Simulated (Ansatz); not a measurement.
# MoS2: relaxing cell and atoms at 20 GPa

The start is MoS2, a database entry, slightly rescaled. Where does it settle when we relax cell and atoms at 20 GPa, and what is it like there?

Program: Ansatz 0.2.0. Level of theory: DFT, PBE, with U_eff = 3.79 eV on Mo d, spin-orbit coupling, plane waves, PAW. These are calculated values, not measurements.

## (1) The system as given

The structure is hexagonal, space group P6_3/mmc (No. 194). The conventional cell has a = 3.198 Å, b = 3.198 Å, c = 12.438 Å, α = 90.00°, β = 90.00°, γ = 120.00°. Mo (site symmetry -6m2) is surrounded by 6 S at 2.39 Å. S (site symmetry 3m) has 3 Mo at 2.39 Å as nearest neighbours.

Structure file:

```cif
data_structure
_symmetry_space_group_name_H-M 'P 1'
_symmetry_Int_Tables_number 1
_cell_length_a 3.1978
_cell_length_b 3.1978
_cell_length_c 12.4381
_cell_angle_alpha 90.000
_cell_angle_beta 90.000
_cell_angle_gamma 120.000
_cell_volume 110.15
loop_
_atom_site_label
_atom_site_type_symbol
_atom_site_fract_x
_atom_site_fract_y
_atom_site_fract_z
_atom_site_occupancy
Mo1 Mo 0.33333 0.66667 0.25000 1
Mo2 Mo 0.66667 0.33333 0.75000 1
S1 S 0.33333 0.66667 0.62750 1
S2 S 0.66667 0.33333 0.12750 1
S3 S 0.33333 0.66667 0.87250 1
S4 S 0.66667 0.33333 0.37250 1
```

The first density is read from a saved solution for the starting cell.

## (2) The walk to rest

Contents of input.yaml:

```yaml
crystal:
  lattice:
    - [3.197796, 0.0, 0.0]
    - [-1.598898, 2.769376, 0.0]
    - [0.0, 0.0, 12.438122]
  atoms:
    - { symbol: Mo, position: [0.33333, 0.66667, 0.25], spin: 2, spin_axis: [0.0, 0.0, 1.0] }
    - { symbol: Mo, position: [0.66666, 0.33333, 0.75], spin: 2, spin_axis: [0.0, 0.0, 1.0] }
    - { symbol: S, position: [0.33333, 0.66667, 0.6275] }
    - { symbol: S, position: [0.66666, 0.33333, 0.1275] }
    - { symbol: S, position: [0.33333, 0.66667, 0.8725] }
    - { symbol: S, position: [0.66667, 0.33334, 0.3725] }
kpoints:
  mp_grid: { grid: [8, 8, 2], shift: [0, 0, 0] }
magnetization:
  noncollinear: true
  spin_orbit: true
scf:
  occupations: { method: fermi_dirac, width: 0.0714 }
  lower_state_search: "off"
hamiltonian:
  pseudopotentials: { kind: paw_fr }
  xc: pbe
  hubbard:
    projectors: all-electron-ortho-atomic
    sites: [{ species: Mo, l: d, u_eff: 3.79 }]
basis:
  ecutwfc: 420
  fft_grid_basis: typed
relax:
  max_steps: 60
  cell: { p_target: 20.0 }
  f_tol: 0.03
output:
  forces: true
  stress: true
  eigenvalues: true
  bader: true
  populations: true
  elf: true
  write_potential: true
  volumetric_format: npy
  dos:
    e_range: [-12, 8]
    de: 0.05
    projected: { site_lists: { Mo: [Mo], S: [S] } }
    method: { smearing: { sigma: 0.1, scheme: gaussian } }
  write_density: true
checkpoint:
  read: saved_state
```

The run is started by

```console
$ ansatz run input.yaml --threads 2 --pin off --max-ram 2560MiB --backend cpu --events-out ev --progress --plain --runs-dir out
```

Log (excerpt; [...] marks lines left out):

```text
Warning: the atoms were moved onto the symmetric positions of the space group found under crystal.symmetry.tolerance 1.0e-5 (fractional; no operation is sought that the atoms, as they stand in a round, miss by more than twice it, and no atom is moved by as much as it), and the run uses [...]
Warning: checkpoint.read: basis.xc_grid differs: saved 1, current 2 (points along each axis for each point of the dense box; where the key is left out runs that use forces, runs that use the stress, dielectric runs by a finite field, finite-displacement phonons, runs of [...]
Warning: RAYON_NUM_THREADS=2 ignored (pool sized by the plan → 2); use --threads N
Mo: projections on atomic orbitals take those of the free atom [Ar 3d10] 4s2 4p6 4d5 5s1, of charge +0.00 (hamiltonian.pseudopotentials.projection_atoms); the dataset's partial waves leave at most 3.4e-8 of an orbital's norm unspanned inside its sphere
S: projections on atomic orbitals take those of the free atom [Ne] 3s2 3p4, of charge +0.00 (hamiltonian.pseudopotentials.projection_atoms); the dataset's partial waves leave at most 1.5e-11 of an orbital's norm unspanned inside its sphere
[...]
Pseudopotentials: kind: paw_fr
Pseudopotential: Mo, paw_fr, valence charge 14, recommended cutoff 420 eV (normal), Mo.paw.azcp#standard-fr
Pseudopotential: S, paw_fr, valence charge 6, recommended cutoff 420 eV (normal), S.paw.azcp#standard-fr
Functional definition: PBE
[...]
Crystal: 6 atoms, lattice volume = 110.151 Å³
Basis set: ecut = 420 eV, 2177 PW (Γ), exchange–correlation on 48×48×180 points (8 copies of the dense FFT grid, shifted against one another)
Bands: 64, of which v1, the nominal top of the filled ones, is band 52 counted from 1 (51 counted from 0)
Symmetry: 12 space group operations + 12 with time reversal
Magnetic group: BNS 194.270 (UNI 1500), of the structure as read, at distance tolerance 4.8e-5 Å
k-points: 20 of 128 (time reversal used)
Projection manifold: j_resolved (fully-relativistic pseudo-atomic orbitals)
[...]
Starting moments: Σ|m| = 4 μB on 2 of 6 sites; this step starts from the density that it was given
[...]
SCF iter   1: F=—  HF=-13518.500729 eV  |F-HF|=—  |Δ(HF+E_count)|=         —  Δρ=2.66e-3  dr2=6.57e-4  dr2_m=7.78e-5  ethr=1.57e-6  |M|=1.44e-5 ∫|m|=7.83e-3 μB  |m|>n=0.0e0 m-floor=0.0e0 τ_xc=2.6e-6 mc-row=0.0e0  β_m=0.30  ⟨swp⟩=3.0  Hψ=9154  notcnv=0
[...]
spin=Noncollinear: Resta preconditioning applied to the charge; magnetization (m_x, m_y, m_z) channels mix plain (no charge-response kernel on spin).
[...]
spin-set hold released at iteration 9 (site moments contracting): the magnetisation degrees of freedom join the quasi-Newton model from the next iteration; the mixer history was flushed
[...]
SCF iter  11: F=—  HF=-13518.512745 eV  |F-HF|=—  |Δ(HF+E_count)|=   8.22e-6  Δρ=1.94e-5  dr2=2.45e-7  dr2_m=2.50e-8  ethr=9.93e-10  |M|=4.92e-7 ∫|m|=7.58e-4 μB  |m|>n=0.0e0 m-floor=0.0e0 τ_xc=2.0e-9 mc-row=0.0e0  β_m=0.82  ⟨swp⟩=2.1  Hψ=2334  notcnv=0
```

## (3) More of the same log

Output, continued (excerpt; [...] marks lines left out):

```text
[...]
SCF iter  12: F=-13518.512745 eV  HF=-13518.512745 eV  |F-HF|=3.48e-8  |Δ(HF+E_count)|=   1.16e-7  Δρ=5.00e-6  dr2=5.13e-8  dr2_m=2.40e-9  ethr=1.92e-10  |M|=5.61e-8 ∫|m|=2.79e-4 μB  |m|>n=0.0e0 m-floor=0.0e0 τ_xc=4.5e-11 mc-row=0.0e0  β_m=0.80  ⟨swp⟩=6.4  Hψ=8570  notcnv=0
[...]
WARN: the starting moments were not kept: the SCF closed with an absolute magnetisation of 1.7e-5 μB, where they sum to 4 μB in size (2 sites). That is at most 0.1 of that sum. Measured as dr2_m measures the in/out step, that magnetisation stands 3.9e-11 eV from none, at or under the [...]
relax step   1: F+E_penalty+E_count = -13518.51274477 eV  Δ(F+E_penalty+E_count) = +0.000e0 eV  max|allowed force component| = 5.908e-1 eV/Å  Δτ_max = 0.0000 Å  P = +3.270 GPa  Ω = 110.151 Å³  (16 SCF iters, accepted)
[...]
relax step   2: F+E_penalty+E_count = -13517.97518249 eV  Δ(F+E_penalty+E_count) = +5.376e-1 eV  max|allowed force component| = 3.895e-1 eV/Å  Δτ_max = 0.1183 Å  P = +15.275 GPa  Ω = 95.969 Å³  energy of the carried Pulay correction = +1.679e-3 eV  (10 SCF iters, dr2 threshold 6.00e-7 eV, accepted)
Crystal: 6 atoms, lattice volume = 90.531 Å³
Basis set: ecut = 420 eV, 1741 PW (Γ), exchange–correlation on 48×48×180 points (8 copies of the dense FFT grid, shifted against one another)
Projection manifold: j_resolved (fully-relativistic pseudo-atomic orbitals)
[...]
spin=Noncollinear: Resta preconditioning applied to the charge; magnetization (m_x, m_y, m_z) channels mix plain (no charge-response kernel on spin).
[...]
SCF iter   9: F=-13517.610393 eV  HF=-13517.610393 eV  |F-HF|=1.06e-10  |Δ(HF+E_count)|=   1.42e-9  Δρ=3.18e-7  dr2=6.05e-11  dr2_m=2.10e-11  ethr=2.02e-12  |M|=2.13e-7 ∫|m|=1.33e-5 μB  |m|>n=0.0e0 m-floor=0.0e0 τ_xc=2.3e-13 mc-row=0.0e0  ⟨swp⟩=5.0  Hψ=7116  notcnv=0
[...]
```

(Part 1 of 2 ends here.)
